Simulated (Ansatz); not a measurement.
Cu3Au (Auricupride):

```
CELL_PARAMETERS angstrom
3.74000 0.00000 0.00000
0.00000 3.74000 0.00000
0.00000 0.00000 3.74000
ATOMIC_POSITIONS crystal
Au 0.00000 0.00000 0.00000
Cu 0.50000 0.50000 0.00000
Cu 0.50000 0.00000 0.50000
Cu 0.00000 0.50000 0.50000
```

Base run:

| Quantity | Value |
| --- | --- |
| Program | Ansatz 0.2.0 |
| Functional | RPBE |
| Potentials or basis | Ansatz PAW |
| Cutoff | 420 eV (not typed: the program's choice for these potentials) |
| k mesh | 7 × 7 × 7 |
| Occupations | fermi-dirac, width 0.05 eV |
| Spin | no spin polarisation |

Its results: band gap on the k mesh none (metal or under the smearing width); pressure 9.6 GPa.

Question: The run is repeated on the same cell with these changes: functional from RPBE to BLYP. What comes out?

Answer: Band gap on the k mesh none (metal or under the smearing width); pressure 14.2 GPa.

Caveats: spin-orbit coupling is left out, which moves the levels of the heavy elements; the PAW data sets come from PBE, with cores solved anew for the run's functional, which leaves a small shift of forces and pressure.
